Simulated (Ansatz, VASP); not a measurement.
# Al26CN27 (C_Al) in two plane-wave programs, part 2 of 2

Wanted: the spread between two codes on one cell, functional and k mesh. The structure shown is the start of the Ansatz relaxation below; VASP solves that cell, so the two are compared at the walk's first step.

VASP 6.6.1 and Ansatz 0.2.0.

So far: The structure; Ansatz: relaxation, r2SCAN.

## 3. VASP: single point, r2SCAN, start cell

Level of this step: r2SCAN, spin-polarised from a ferromagnetic start; plane waves and PAW (Al, N, C) (VASP).

The same cell, functional and mesh now go to VASP, with its own data sets.

Lines of VASP's logs that name or quote its potential files are left out, and so is its time.

INCAR

```
SYSTEM = Al26CN27
PREC = Accurate
ENCUT = 580
EDIFF = 1E-06
NELM = 200
ISMEAR = 0
SIGMA = 0.01
LREAL = Auto
ALGO = Normal
METAGGA = R2SCAN
LASPH = .TRUE.
NBANDS = 152
ISPIN = 2
MAGMOM = -0 -0 0 -0 0 0 0 0 0 0 0 0 0 0 0 0 0 0 0 0 0 0 0 0 0 0 0 0 0 0 0 0 0 0 0 0 -0 0 -0 -0 0.02 0 0.02 0.02 0 0 0 0 0 0 0 0 0.01 0.28
LORBIT = 11
LWAVE = .FALSE.
LCHARG = .FALSE.
ISIF = 2
ISYM = 0
NUPDOWN = 1
GGA_COMPAT = .FALSE.
LMIXTAU = .TRUE.
NCORE = 2
```

POSCAR

```
Al26CN27
1.0
    0.0000000000      6.5541898631      6.5541898631
    6.5541898631      0.0000000000      6.5541898631
    6.5541898631      6.5541898631      0.0000000000
Al N C
26 27 1
Direct
    0.0026267167      0.9942252207      0.0041230115
    0.0033241332      0.9986300366      0.3276999972
    0.9939296845      0.0041167559      0.6665270752
    0.9984834129      0.3359473933      0.0043736908
    0.9992830540      0.3387242430      0.3280216236
    0.9991293356      0.3381303481      0.6610483661
    0.9938234166      0.6708088401      0.0016570316
    0.0055437820      0.6629136615      0.3348644220
    0.9990301624      0.6705972198      0.6695121124
    0.3347566283      0.0014679923      0.0035462049
    0.3303789706      0.0050521118      0.3289871891
    0.3361745763      0.0027673901      0.6602060804
    0.3313023494      0.3300037907      0.0064629650
    0.3366326802      0.3306175966      0.3375005220
    0.3284869747      0.3375323337      0.6640861939
    0.3325213406      0.6671031953      0.9948362802
    0.3322696696      0.6663541324      0.3287288811
    0.6678542416      0.9939033655      0.0005092163
    0.6642761487      0.0010902949      0.3289610226
    0.6610521804      0.0029633716      0.6706735068
    0.6650072841      0.3279432004      0.0026468565
    0.6709800283      0.3283048775      0.3310403796
    0.6721469918      0.3326836795      0.6670862595
    0.6694356727      0.6601060681      0.0022831960
    0.6644696127      0.6636197747      0.3398500877
    0.6668610601      0.6621639120      0.6650390195
    0.0787990600      0.0893654307      0.0823297785
    0.0863809276      0.0826445390      0.4202649080
    0.0875100527      0.0862935789      0.7482371738
    0.0896203821      0.4142685910      0.0797520381
    0.0788139359      0.4226779446      0.4154088540
    0.0845997006      0.4165780298      0.7441246900
    0.0874709937      0.7532840218      0.0784497414
    0.0794336922      0.7556637210      0.4179475354
    0.0769377315      0.7519332828      0.7508895230
    0.4120380331      0.0826850475      0.0826229498
    0.4138592346      0.0882594206      0.4190572836
    0.4174310719      0.0772732421      0.7545006482
    0.4198579165      0.4203135029      0.0822949154
    0.4177144021      0.4153990893      0.4220429310
    0.4203543165      0.4177376697      0.7516286685
    0.4189284347      0.7435150037      0.0844184425
    0.4188983013      0.7452748703      0.4216403641
    0.4168842461      0.7437240303      0.7534814528
    0.7534879372      0.0796533227      0.0794000496
    0.7544323712      0.0851816947      0.4163020994
    0.7439523575      0.0830128531      0.7523956588
    0.7531754653      0.4210560050      0.0792084164
    0.7539571027      0.4158518531      0.4107979867
    0.7507919518      0.4211866085      0.7439505266
    0.7475663053      0.7471590848      0.0820788703
    0.7438957525      0.7524423465      0.4205305396
    0.7476925604      0.7491328604      0.7564391791
    0.3347547974      0.6601109505      0.6691360171
```

KPOINTS

```
Points of the shifted mesh
1
Reciprocal
 0.2500000000  0.2500000000  0.2500000000 1
```

PAW data sets: Al, N and C (PBE family, release 64).

On the command line:

```bash
> mpirun -np 8 vasp_std
```

Numbers of over 12 decimals in the logs are rounded to 6 here.

The log of the run:

```text
[banner, memory and clock lines left out]
running    8 mpi-ranks, on    1 nodes
[...]
|                                                                             |
|               ----> ADVICE to this user running VASP <----                  |
|                                                                             |
|     You enforced a specific xc type in the INCAR file but a different       |
|     [... a line on the potential file left out ...]
|     I HOPE YOU KNOW WHAT YOU ARE DOING!                                     |
|                                                                             |

 LDA part: xc-table for (None), standard interpolation
 POSCAR, INCAR and KPOINTS ok, starting setup
[...]
entering main loop
       N       E                     dE             d eps       ncg     rms          rms(c)
DAV:   1     0.839937113959E+03    0.83994E+03   -0.11091E+05   608   0.145E+03
DAV:   2    -0.516904167982E+03   -0.13568E+04   -0.12887E+04   752   0.292E+02
DAV:   3    -0.623954572444E+03   -0.10705E+03   -0.10605E+03   736   0.876E+01
DAV:   4    -0.625629638038E+03   -0.16751E+01   -0.16700E+01   704   0.115E+01
[...]
DAV:  20    -0.507488183137E+03   -0.14019E-04   -0.28908E-06   488   0.731E-03    0.305E-03
DAV:  21    -0.507488185852E+03   -0.27155E-05   -0.10918E-06   416   0.398E-03    0.231E-03
DAV:  22    -0.507488186127E+03   -0.27460E-06   -0.15929E-07   400   0.136E-03
   1 F= -.50748819E+03 E0= -.50748819E+03  d E =-.123398E-30  mag=     1.0000
```

Parts of OUTCAR (step 3):

```text
  FREE ENERGIE OF THE ION-ELECTRON SYSTEM (eV)
  ---------------------------------------------------
  free  energy   TOTEN  =      -507.4881861267 eV

  energy  without entropy=     -507.4881861267  energy(sigma->0) =     -507.48818613

 magnetization (x)
# of ion       s       p       d       tot
------------------------------------------
    1       -0.000   0.000   0.000   0.000
    2       -0.000   0.000   0.000  -0.000
    3        0.001   0.002   0.000   0.003
    4       -0.000   0.000   0.000   0.000
    5       -0.000   0.000   0.000   0.000
    6       -0.000   0.000   0.000  -0.000
    7        0.001   0.002   0.000   0.003
    8       -0.000   0.000   0.000  -0.000
    9       -0.001   0.000   0.000  -0.000
   10       -0.000  -0.000   0.000  -0.000
   11        0.001   0.001   0.000   0.002
   12       -0.000  -0.000   0.000  -0.000
   13        0.001   0.001   0.000   0.002
[...]
--------------------------------------------------
tot          0.294   0.372   0.000   0.666
```

The run ends at a pressure of -0.66 GPa, with forces up to 2.2 eV/Å.

## 4. Side by side

Known differences besides the potentials themselves: VASP starts from the moments at which Ansatz ended; VASP keeps PBE cores, Ansatz makes them for the functional; fixed occupations in Ansatz, narrow Gaussian smearing in VASP; the cutoff is 500 eV in Ansatz and 580 eV in VASP (PREC = Accurate, projectors in real space). Total energies have different zeros and are not compared.

Forces on 9 of the 54 atoms, those with the largest forces and the largest differences (eV/Å; atoms numbered as in POSCAR):

| atom | Ansatz x, y, z | VASP x, y, z |
| --- | --- | --- |
| Al1 | -0.039, -1.096, 1.357 | -0.035, -1.109, 1.359 |
| Al4 | -1.310, -0.883, 0.326 | -1.317, -0.887, 0.331 |
| Al10 | -1.333, -1.184, -1.357 | -1.331, -1.191, -1.364 |
| Al11 | 0.308, 1.460, -0.897 | 0.305, 1.471, -0.894 |
| N36 | 0.448, 1.297, 1.015 | 0.454, 1.310, 1.027 |
| N41 | 0.622, -1.011, 0.390 | 0.600, -0.995, 0.368 |
| N43 | 0.826, -0.233, -0.483 | 0.809, -0.255, -0.464 |
| N44 | -1.130, -1.724, 0.172 | -1.119, -1.715, 0.197 |
| N48 | -0.647, 0.534, -1.569 | -0.652, 0.539, -1.581 |

The forces differ by 7.6 meV/Å r.m.s., which is 1.0 % of the r.m.s. force of 0.744 eV/Å (both taken over all components). Moments aren't recorded for both runs of this pair, so they may hold unlike magnetic states.

## 5. What came out

```
r.m.s. force difference (single point, r2SCAN, start cell) : 1.0 % of the r.m.s. force
```

**Reading.** The r.m.s. force difference is 1.0 % of the r.m.s. force (single point, r2SCAN, start cell), within the 3 % picked in this series as the mark of a large difference. 1 further run of this series is not shown here. How closely two codes agree says nothing of how well the functional describes the real material.

[Lines on the potential files, build, host, timing and source positions are cut from VASP's logs without a mark.]

[Logs are printed without paths, hosts, clocks, repeated set-up lines and the standing remarks that a program may print on its own settings, such as how far it seeks lower states.]

[Hosts, paths, dates, database ids (printed as entryN), source tags and the programs' standing remarks are cut or masked in the printed files.]
